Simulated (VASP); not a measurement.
# HF on the (1 1 1) face of Pd

Aim: how strongly HF binds to the (1 1 1) face of Pd, and how it shifts the vacuum level. The molecule starts over a bridge site, tilted. The start is a cell from a database of measured crystal structures.

Method: PBE; plane waves and PAW (Pd), in the first sound run; inputs show where later runs differ, in VASP 6.6.1.

Report form: the programs' logs are mostly left out.

## Step 1: Starting point

The cell holds 12 atoms: 12 Pd. Its edges and angles: a = 5.501 Å, b = 5.501 Å, c = 22.719 Å, α = 90.0°, β = 90.0°, γ = 120.0°. It derives from Pd. the (1 1 1) slab of Pd, cut from the database cell. Vacuum lies along c.

## Step 2: Relaxing the slab

The free atoms relax, while those held by selective dynamics keep their cut positions.

INCAR reads:

```
SYSTEM = Pd
PREC = Normal
ENCUT = 400
EDIFF = 1E-05
NELM = 120
ISMEAR = 1
SIGMA = 0.05
LREAL = Auto
ALGO = Fast
GGA = PE
NBANDS = 74
LORBIT = 11
LWAVE = .FALSE.
LCHARG = .FALSE.
KPAR = 2
NCORE = 2
IBRION = 2
NSW = 40
ISIF = 2
EDIFFG = -0.03
POTIM = 0.4
MAXMIX = 40
IDIPOL = 3
LDIPOL = .TRUE.
DIPOL = 0.5 0.5 0.452
```

POSCAR reads:

```
Pd
1.0
    5.5010079149      0.0000000000      0.0000000000
   -2.7505039575      4.7640126007      0.0000000000
    0.0000000000      0.0000000000     22.7185541542
Pd
12
Selective dynamics
Direct
    0.3333333300      0.1666666700      0.3530154200  F F F
    0.3333333300      0.6666666700      0.3530154200  F F F
    0.8333333300      0.1666666700      0.3530154200  F F F
    0.8333333300      0.6666666700      0.3530154200  F F F
    0.6666666700      0.3333333300      0.4518675400  T T T
    0.6666666700      0.8333333300      0.4518675400  T T T
    0.1666666700      0.3333333300      0.4518675400  T T T
    0.1666666700      0.8333333300      0.4518675400  T T T
    0.0000000000      0.5000000000      0.5507196500  T T T
    0.0000000000      0.0000000000      0.5507196500  T T T
    0.5000000000      0.5000000000      0.5507196500  T T T
    0.5000000000      0.0000000000      0.5507196500  T T T
```

KPOINTS reads:

```
Automatic mesh
0
Gamma
4 4 1
0 0 0
```

Potentials, in the order of the species: Pd (PBE family, release 64).

Command:

```sh
$ mpirun -np 4 vasp_std
```

Wall time 85 s (4 MPI ranks of AMD EPYC 9R14 (Zen 4), shared host); peak memory 0.86 GiB.

The run keeps the 6 symmetry operations of its start, so it cannot find a distortion of lower symmetry.

The steps of the relaxation:

| step | energy less that of the first step (eV) | largest force (eV/Å) |
| --- | --- | --- |
| 1 | 0.0000 | 0.3474 |
| 2 | -0.0166 | 0.2641 |
| 3 | -0.0368 | 0.2057 |
| 4 | -0.0401 | 0.4446 |
| 5 | -0.0441 | 0.3653 |
| 6 | -0.0579 | 0.3052 |
| 7 | -0.0833 | 0.1254 |
| 8 | -0.0724 | 0.1457 |
| 9 | -0.0876 | 0.0156 |

The atoms that moved most (Å):

| atom | dx | dy | dz | length |
| --- | --- | --- | --- | --- |
| Pd12 | 0.000 | 0.000 | 0.143 | 0.143 |
| Pd11 | 0.000 | 0.000 | 0.143 | 0.143 |
| Pd10 | 0.000 | 0.000 | 0.143 | 0.143 |
| Pd9 | 0.000 | 0.000 | 0.143 | 0.143 |
| Pd8 | 0.000 | 0.000 | 0.071 | 0.071 |
| Pd7 | 0.000 | 0.000 | 0.071 | 0.071 |
| Pd6 | 0.000 | 0.000 | 0.071 | 0.071 |
| Pd5 | 0.000 | 0.000 | 0.071 | 0.071 |

The relaxed structure:

```xyz
12
Lattice="5.5010 0.0000 0.0000 -2.7505 4.7640 0.0000 0.0000 0.0000 22.7186" Properties=species:S:1:pos:R:3
Pd    1.3753    0.7940    8.0200
Pd    0.0000    3.1760    8.0200
Pd    4.1258    0.7940    8.0200
Pd    2.7505    3.1760    8.0200
Pd    2.7505    1.5880   10.3363
Pd    1.3753    3.9700   10.3363
Pd    0.0000    1.5880   10.3363
Pd   -1.3753    3.9700   10.3363
Pd   -1.3753    2.3820   12.6544
Pd    0.0000    0.0000   12.6544
Pd    1.3753    2.3820   12.6544
Pd    2.7505    0.0000   12.6544
```

Numbers from this step:

```
electronic cycles       : 96
electrons               : 120
free energy (TOTEN)     : -58.0791 eV
energy at zero smearing : -58.0798 eV
Fermi energy            : -0.9548 eV
metallic                : yes
dipole moment           : 0, 0, 0.001083 e·Å
```

The run ended after 9 ionic steps, 0.088 eV below its first step, once the forces on the free atoms met EDIFFG = -0.03.

## Step 3: Vacuum level and density of states

A static run writes the electrostatic potential without exchange and correlation (LVHAR), which is flat in the vacuum and gives the level to count from. The dipole correction cancels the field that unlike faces would set up across the vacuum.

INCAR reads:

```
SYSTEM = Pd
PREC = Normal
ENCUT = 400
EDIFF = 1E-06
NELM = 120
ISMEAR = 1
SIGMA = 0.05
LREAL = Auto
ALGO = Fast
GGA = PE
NBANDS = 90
LORBIT = 11
LWAVE = .FALSE.
LCHARG = .TRUE.
IDIPOL = 3
LDIPOL = .TRUE.
DIPOL = 0.5 0.5 0.455
LVHAR = .TRUE.
LVACPOTAV = .TRUE.
LELF = .TRUE.
NEDOS = 1500
```

POSCAR reads:

```
Pd
1.0
    5.5010079149      0.0000000000      0.0000000000
   -2.7505039575      4.7640126007      0.0000000000
    0.0000000000      0.0000000000     22.7185541542
Pd
12
Direct
    0.3333333300      0.1666666700      0.3530154200
    0.3333333300      0.6666666700      0.3530154200
    0.8333333300      0.1666666700      0.3530154200
    0.8333333300      0.6666666700      0.3530154200
    0.6666666700      0.3333333300      0.4549710472
    0.6666666700      0.8333333300      0.4549710472
    0.1666666700      0.3333333300      0.4549710472
    0.1666666700      0.8333333300      0.4549710472
    0.0000000000      0.5000000000      0.5570054391
    0.0000000000      0.0000000000      0.5570054391
    0.5000000000      0.5000000000      0.5570054391
    0.5000000000      0.0000000000      0.5570054391
```

KPOINTS is that of step 2.

Command:

```sh
$ mpirun -np 4 vasp_std
```

Wall time 35 s (4 MPI ranks); peak memory 0.67 GiB.

The DOS at the Fermi level is high for the number of transition-metal atoms. It is one value on this mesh and may be a narrow spike; if it stands, a magnetic instability is possible, which a run without spin can't show.

This step gave:

| Item | Value |
| --- | --- |
| electronic cycles | 30 |
| Fermi energy | -0.9546 eV |
| DOS at the Fermi level | 61.02 states/eV/cell |
| dipole moment | 0, 0, 1.40e-5 e·Å |
| vacuum levels | 4.504, 4.504 eV |
| work functions of the upper and lower face | 5.459, 5.459 eV |

The density of states has structure finer than the step of the table below, so its rows give means over 0.5 eV, whole bins alone (the curve runs from -6.97 to 8.00 eV). Peaks (eV: height): total -3.77: 66.7, -2.66: 66.5, -1.00: 71.1, -0.05: 105; Pd s -5.66: 7.92, -4.85: 7.77, -4.39: 7.76, 7.73: 7.69; Pd p 2.62: 8.28, 3.55: 12.7, 5.26: 13.4, 6.34: 6.52; Pd d -2.66: 58.8, -2.21: 57.0, -1.00: 64.9, -0.05: 93.6.

Density of states against energy, zero at the Fermi level; means over each step; values in states/eV/cell:

| energy (eV) | total | Pd s | Pd p | Pd d |
| --- | --- | --- | --- | --- |
| -6.5 | -0.00109 | -7.6e-4 | -2.2e-5 | 0 |
| -6.0 | 0.235 | 0.166 | 0.00593 | 0.00459 |
| -5.5 | 1.56 | 1.04 | 0.103 | 0.0371 |
| -5.0 | 2.32 | 1.07 | 0.200 | 0.594 |
| -4.5 | 12.3 | 2.26 | 0.475 | 8.10 |
| -4.0 | 29.5 | 2.62 | 1.28 | 22.8 |
| -3.5 | 14.6 | 0.700 | 0.767 | 12.0 |
| -3.0 | 21.1 | 0.455 | 1.10 | 17.9 |
| -2.5 | 22.4 | 0.233 | 0.732 | 20.2 |
| -2.0 | 34.3 | 0.900 | 1.42 | 29.8 |
| -1.5 | 21.3 | 0.473 | 1.15 | 18.3 |
| -1.0 | 33.5 | 0.502 | 0.865 | 30.2 |
| -0.5 | 23.2 | 0.204 | 0.451 | 21.6 |
| 0.0 | 33.4 | 0.754 | 0.694 | 30.5 |
| 0.5 | 4.76 | 0.274 | 0.309 | 3.97 |
| 1.0 | 4.41 | 0.819 | 0.737 | 1.79 |
| 1.5 | 1.76 | 0.326 | 0.622 | 0.302 |
| 2.0 | 1.59 | 0.280 | 0.273 | 0.524 |
| 2.5 | 5.43 | 0.693 | 1.72 | 1.89 |
| 3.0 | 2.71 | 0.204 | 0.768 | 0.907 |
| 3.5 | 7.43 | 1.08 | 2.57 | 1.89 |
| 4.0 | 3.25 | 0.396 | 1.31 | 0.685 |
| 4.5 | 1.43 | 0.00262 | 0.428 | 0.302 |
| 5.0 | 2.94 | 0.0402 | 1.06 | 0.523 |
| 5.5 | 5.09 | 0.198 | 1.66 | 0.847 |
| 6.0 | 4.64 | 0.456 | 1.08 | 0.761 |
| 6.5 | 7.91 | 0.308 | 1.50 | 1.04 |
| 7.0 | 5.68 | 0.158 | 0.531 | 0.339 |
| 7.5 | 8.95 | 1.61 | 0.599 | 1.19 |

Zero at the Fermi level. The planar average of the electrostatic potential by height:

height (Å), planar average of the electrostatic potential (eV) and a bar from the least value:
```
        0        5.5 ##############################
        1        5.5 ##############################
        2        5.5 ##############################
        3        5.5 ##############################
        4        5.5 ##############################
        5        5.4 ##############################
        6        5.2 ##############################
        7        2.0 ##########################
        8      -20.1 
        9        0.7 ########################
       10      -16.1 #####
       11       -6.7 ################
       12       -6.7 ################
       13      -15.7 #####
       14        4.0 ############################
       15        5.4 ##############################
       16        5.5 ##############################
       17        5.5 ##############################
       18        5.5 ##############################
       19        5.5 ##############################
       20        5.5 ##############################
       21        5.5 ##############################
       22        5.5 ##############################
```

Density of states in the PAW spheres, an atom over height of the layer and energy from the Fermi level.

Values in states/eV, 22 rows by 3 columns, each cell a mean:
```
0.80 0.80 0.80
2.72 2.80 2.71
2.16 2.45 2.16
2.17 1.14 2.17
2.83 1.61 2.83
1.52 1.50 1.52
3.07 1.66 3.07
1.80 1.92 1.79
2.16 2.93 2.17
1.33 1.12 1.34
1.18 1.59 1.18
1.74 2.60 1.73
1.16 2.20 1.16
0.35 0.94 0.35
0.08 0.13 0.07
0.02 0.05 0.02
0.06 0.16 0.06
0.01 0.02 0.01
0.00 0.00 0.00
0.00 0.00 0.00
0.00 0.00 0.00
0.00 0.00 0.00
```
Columns: height of the layer (Å) from 8 to 12.7; rows upwards: energy from the Fermi level (eV) from -7.9 to 0.5.

Electrostatic potential energy in the ca plane at fractional y = 0.000, with atoms of Pd within 0.2 Å of it. With pseudopotentials it is smooth inside the atoms' cores, unlike the true potential.

Values in eV, 8 rows by 16 columns, each cell a mean:
```
  5   5   5   4   4   3  -2   2  -1   0 -24 -40  -1   4   4   5
  5   5   5   4   4   0 -21  -2 -16  -9  -2  -6   3   4   4   5
  5   5   5   4   4   1 -15  -1 -11  -6  -6 -14   2   4   4   5
  5   5   5   4   4   3   0   2   1   1 -29 -44  -2   4   4   5
  5   5   5   4   4   3  -2   2  -1   0 -24 -40  -1   4   4   5
  5   5   5   4   4   0 -21  -2 -16  -9  -2  -6   3   4   4   5
  5   5   5   4   4   1 -15  -1 -11  -6  -6 -14   2   4   4   5
  5   5   5   4   4   3   0   2   1   1 -29 -44  -2   4   4   5
```
Columns run along c (16.0 Å, from fractional 0.07 to 0.78 of the cell; values clipped at the 3rd and 97th percentile), rows up along a (5.5 Å). Atoms in or near the plane, at fractional coordinates: Pd at (0.56, 0.00), Pd at (0.56, 0.50).

Valence density in the ca plane at fractional y = 0.000, with atoms of Pd within 0.2 Å of it. It is the smooth field of the valence electrons, not physical close to the nuclei.

Ten steps, logarithmic in the rise over the least value, from '0' (0.0 e/Å³) to '9' (5.5 e/Å³), each cell a mean:
```
00000000000000123333222333346899742100000000
00000000000000123444333444335677632000000000
00000000000000134555334565433455421000000000
00000000000000235665434665433343321000000000
00000000000000134554334565433455421000000000
00000000000000123443333444335677632000000000
00000000000000123333222333346899742100000000
00000000000000122333222333346899852100000000
00000000000000123443223343335788742000000000
00000000000000134554334554334566531000000000
00000000000000235665434665433344321000000000
00000000000000135665434665433344321000000000
00000000000000134554334554334566531000000000
00000000000000123443223343335788742000000000
00000000000000122333222333346899852100000000
```
Columns run along c (16.0 Å, from fractional 0.07 to 0.78 of the cell), rows up along a (5.5 Å). Atoms in or near the plane, at fractional coordinates: Pd at (0.56, 0.00), Pd at (0.56, 0.50).

ELF in the ca plane at fractional y = 0.000, with atoms of Pd within 0.2 Å of it. It is the smooth field of the valence electrons, not physical close to the nuclei.

Values, 8 rows by 16 columns, each cell a mean:
```
0.00 0.00 0.01 0.07 0.06 0.18 0.22 0.17 0.20 0.21 0.19 0.13 0.16 0.03 0.01 0.00
0.00 0.00 0.00 0.07 0.06 0.20 0.25 0.22 0.25 0.23 0.21 0.23 0.13 0.03 0.02 0.00
0.00 0.00 0.00 0.02 0.06 0.19 0.25 0.20 0.24 0.22 0.22 0.23 0.14 0.03 0.03 0.00
0.00 0.00 0.00 0.01 0.05 0.18 0.22 0.16 0.19 0.21 0.16 0.09 0.16 0.06 0.01 0.00
0.00 0.00 0.01 0.07 0.06 0.18 0.22 0.17 0.20 0.21 0.19 0.13 0.16 0.03 0.01 0.00
0.00 0.00 0.00 0.07 0.06 0.20 0.25 0.22 0.25 0.23 0.21 0.23 0.13 0.03 0.02 0.00
0.00 0.00 0.00 0.02 0.06 0.19 0.25 0.20 0.24 0.22 0.22 0.23 0.14 0.03 0.03 0.00
0.00 0.00 0.00 0.01 0.05 0.18 0.22 0.16 0.19 0.21 0.16 0.09 0.16 0.06 0.01 0.00
```
Columns run along c (16.0 Å, from fractional 0.07 to 0.78 of the cell), rows up along a (5.5 Å). Atoms in or near the plane, at fractional coordinates: Pd at (0.56, 0.00), Pd at (0.56, 0.50).

The map of layer states is cut here 0.5 eV above the Fermi level, so it leaves out the states above that.

The vacuum level lies 5.46 eV above the Fermi level at the upper face; both faces agree, as the slab has next to no dipole.

The program found no field-free point at its default tolerance, but its printed level agrees with the flat part of the planar average.

On this mesh the fine structure of the density of states is sampling noise, and high empty states may be cut by the number of bands.

## Step 4: The free molecule

This step: PBE; plane waves and PAW (F, H) (VASP 6.6.1).

System of this step: HF. The cell holds 2 atoms: 1 F and 1 H. Cell: a = 12.000 Å, b = 12.500 Å, c = 13.000 Å, α = 90.0°, β = 90.0°, γ = 90.0°. Vacuum lies along a, b and c.

The adsorption energy needs the molecule on its own, relaxed in a large box with the same cutoff and functional.

INCAR reads:

```
SYSTEM = HF
PREC = Normal
ENCUT = 400
EDIFF = 1E-05
NELM = 120
ISMEAR = 0
SIGMA = 0.01
LREAL = Auto
ALGO = Fast
GGA = PE
NBANDS = 10
LORBIT = 11
LWAVE = .FALSE.
LCHARG = .FALSE.
NCORE = 4
IBRION = 2
NSW = 40
ISIF = 2
EDIFFG = -0.03
POTIM = 0.4
MAXMIX = 40
ISYM = 0
```

POSCAR reads:

```
HF
1.0
   12.0000000000      0.0000000000      0.0000000000
    0.0000000000     12.5000000000      0.0000000000
    0.0000000000      0.0000000000     13.0000000000
F H
1 1
Direct
    0.4682978000      0.4806243300      0.5087307800
    0.5317022000      0.5193756700      0.4912692200
```

KPOINTS reads:

```
Automatic mesh
0
Gamma
1 1 1
0 0 0
```

Potentials, in the order of the species: F and H (PBE family, release 64).

Command:

```sh
$ mpirun -np 4 vasp_gam
```

Elapsed: 9.2 s, on 4 MPI ranks; peak memory 0.83 GiB; 34 s of CPU time.

Relaxation path:

| step | energy less that of the first step (eV) | largest force (eV/Å) |
| --- | --- | --- |
| 1 | 0.0000 | 0.4680 |
| 2 | 0.0185 | 1.4002 |
| 3 | -0.0019 | 0.0074 |

Numbers from this step:

```yaml
electronic_cycles: 32
electrons: 8
free_energy_toten: -7.887 eV
gap_between_the_highest_filled_and_lowest_empty_level: 8.515 eV
```

The run ended after 3 ionic steps, 0.002 eV below its first step, once the forces on the free atoms met EDIFFG = -0.03.

Energy at zero smearing: -7.88701 eV.

## Step 5: Relaxing the adsorbed molecule

This step: PBE; plane waves and PAW (Pd, F, H) (VASP 6.6.1).

System of this step: HPd12F. The cell holds 14 atoms: 12 Pd, 1 F and 1 H. Its edges and angles: a = 5.501 Å, b = 5.501 Å, c = 22.719 Å, α = 90.0°, β = 90.0°, γ = 120.0°. It derives from Pd. HF (tilted) over a bridge site of the (1 1 1) slab of Pd, cut from the database cell. Vacuum lies along c.

The molecule is set on the slab as cut, not on the relaxed one, and relaxes with the free layers. ISYM = 0 lifts the symmetry, but a start on a mirror plane can still stay on it.

INCAR reads:

```
SYSTEM = HPd12F
PREC = Normal
ENCUT = 400
EDIFF = 1E-05
NELM = 120
ISMEAR = 1
SIGMA = 0.05
LREAL = Auto
ALGO = Fast
GGA = PE
NBANDS = 79
LORBIT = 11
LWAVE = .FALSE.
LCHARG = .FALSE.
KPAR = 2
NCORE = 2
IBRION = 2
NSW = 60
ISIF = 2
EDIFFG = -0.03
POTIM = 0.4
MAXMIX = 40
IDIPOL = 3
LDIPOL = .TRUE.
DIPOL = 0.5 0.5 0.479
ISYM = 0
```

POSCAR reads:

```
HPd12F
1.0
    5.5010079149      0.0000000000      0.0000000000
   -2.7505039575      4.7640126007      0.0000000000
    0.0000000000      0.0000000000     22.7185541542
Pd F H
12 1 1
Selective dynamics
Direct
    0.3333333300      0.1666666700      0.3530154200  F F F
    0.3333333300      0.6666666700      0.3530154200  F F F
    0.8333333300      0.1666666700      0.3530154200  F F F
    0.8333333300      0.6666666700      0.3530154200  F F F
    0.6666666700      0.3333333300      0.4518675400  T T T
    0.6666666700      0.8333333300      0.4518675400  T T T
    0.1666666700      0.3333333300      0.4518675400  T T T
    0.1666666700      0.8333333300      0.4518675400  T T T
    0.0000000000      0.5000000000      0.5507196500  T T T
    0.0000000000      0.0000000000      0.5507196500  T T T
    0.5000000000      0.5000000000      0.5507196500  T T T
    0.5000000000      0.0000000000      0.5507196500  T T T
    0.0608498600      0.3983227600      0.6469845800  T T T
    0.2500000000      0.5000000000      0.6369927400  T T T
```

KPOINTS reads:

```
Automatic mesh
0
Gamma
4 4 1
0 0 0
```

Potentials, in the order of the species: Pd, F and H (PBE family, release 64).

Command:

```sh
$ mpirun -np 4 vasp_std
```

The job ended after 15 min (4 MPI ranks; peak memory 1.1 GiB).

Step by step (22 of 60):

| step | energy less that of the first step (eV) | largest force (eV/Å) |
| --- | --- | --- |
| 1 | 0.0000 | 2.1600 |
| 4 | -0.0876 | 0.7498 |
| 7 | -0.1663 | 0.8086 |
| 9 | -0.2210 | 0.3504 |
| 12 | -0.2630 | 0.9294 |
| 15 | -0.2842 | 0.2641 |
| 18 | -0.2883 | 0.5565 |
| 21 | -0.2947 | 0.2683 |
| 23 | -0.2991 | 0.2335 |
| 26 | -0.3057 | 0.1301 |
| 29 | -0.3090 | 0.1694 |
| 32 | -0.3130 | 0.2408 |
| 35 | -0.3151 | 0.0870 |
| 38 | -0.3165 | 0.0730 |
| 40 | -0.3193 | 0.2001 |
| 43 | -0.3204 | 0.1300 |
| 46 | -0.3229 | 0.0747 |
| 49 | -0.3244 | 0.0700 |
| 52 | -0.3250 | 0.0414 |
| 54 | -0.3255 | 0.0574 |
| 57 | -0.3261 | 0.0849 |
| 60 | -0.3263 | 0.0915 |

The atoms that moved most (Å):

| atom | dx | dy | dz | length |
| --- | --- | --- | --- | --- |
| F13 | 0.074 | 0.288 | 0.686 | 0.747 |
| H14 | 0.144 | -0.233 | 0.453 | 0.529 |
| Pd9 | -0.061 | 0.007 | 0.158 | 0.170 |
| Pd10 | -0.057 | 0.005 | 0.131 | 0.143 |
| Pd12 | -0.052 | 0.006 | 0.132 | 0.142 |
| Pd11 | -0.056 | 0.003 | 0.127 | 0.139 |
| Pd7 | -0.024 | 0.000 | 0.071 | 0.075 |
| Pd8 | -0.025 | 0.002 | 0.070 | 0.074 |

The relaxed structure:

```xyz
14
Lattice="5.5010 0.0000 0.0000 -2.7505 4.7640 0.0000 0.0000 0.0000 22.7186" Properties=species:S:1:pos:R:3
Pd    1.3753    0.7940    8.0200
Pd    0.0000    3.1760    8.0200
Pd    4.1258    0.7940    8.0200
Pd    2.7505    3.1760    8.0200
Pd    2.7266    1.5897   10.3340
Pd    1.3526    3.9691   10.3294
Pd   -0.0239    1.5884   10.3367
Pd   -1.4000    3.9721   10.3356
Pd   -1.4361    2.3888   12.6699
Pd   -0.0573    0.0050   12.6429
Pd    1.3196    2.3850   12.6385
Pd    2.6988    0.0058   12.6434
F    -0.6871    2.1852   15.3842
H     0.1440    2.1486   14.9241
```

The run used up its steps with a largest force of 0.09 eV/Å at its last finished step, so it is continued.

## Step 6: Going on with the relaxation

The relaxation goes on from its last finished geometry.

Changes to INCAR since step 5:

```diff
@@ -16,3 +16,3 @@
 NCORE = 2
-IBRION = 2
+IBRION = 1
 NSW = 60
@@ -20,3 +20,3 @@
 EDIFFG = -0.03
-POTIM = 0.4
+POTIM = 0.3
 MAXMIX = 40
```

POSCAR reads:

```
HPd12F
1.0
    5.5010079149      0.0000000000      0.0000000000
   -2.7505039575      4.7640126007      0.0000000000
    0.0000000000      0.0000000000     22.7185541542
Pd F H
12 1 1
Selective dynamics
Direct
    0.3333333300      0.1666666700      0.3530154200  F F F
    0.3333333300      0.6666666700      0.3530154200  F F F
    0.8333333300      0.1666666700      0.3530154200  F F F
    0.8333333300      0.6666666700      0.3530154200  F F F
    0.6625069911      0.3336902096      0.4548722708  T T T
    0.6624634336      0.8331466017      0.4546696016  T T T
    0.1623570267      0.3334090490      0.4549869330  T T T
    0.1623846042      0.8337753013      0.4549392113  T T T
    0.9896433824      0.5014238134      0.5576895573  T T T
    0.9901007211      0.0010466853      0.5565011619  T T T
    0.4901935026      0.5006192755      0.5563054877  T T T
    0.4912216488      0.0012248345      0.5565241330  T T T
    0.1044460395      0.4586883874      0.6771629324  T T T
    0.2516803276      0.4510166077      0.6569106705  T T T
```

KPOINTS is that of step 5.

Command:

```sh
$ mpirun -np 4 vasp_std
```

It took 80 s on 4 MPI ranks; peak memory 1.1 GiB; 5.2 min of CPU time.

No atom moved by 0.005 Å in the relaxation.

This step gave:

* electronic cycles: 40
* electrons: 128
* free energy (TOTEN): -66.0663 eV
* energy at zero smearing: -66.0676 eV
* Fermi energy: -1.064 eV
* dipole moment: 0, 0, 0.1376 e·Å

The run ended after 3 ionic steps, 0.001 eV below its first step, once the forces on the free atoms met EDIFFG = -0.03.

VASP counts the dipole in electrons times Å, so a positive number points the physical dipole along −c.

(Part 1 of 2 ends here.)

[Lines on the potential files, build, host, timing and source positions are cut from VASP's logs without a mark.]

[Logs are printed without paths, hosts, clocks, repeated set-up lines and the standing remarks that a program may print on its own settings, such as how far it seeks lower states.]

[Hosts, paths, dates, database ids (printed as entryN), source tags and the programs' standing remarks are cut or masked in the printed files.]

[Runs that stopped without an error message from VASP are left out.]
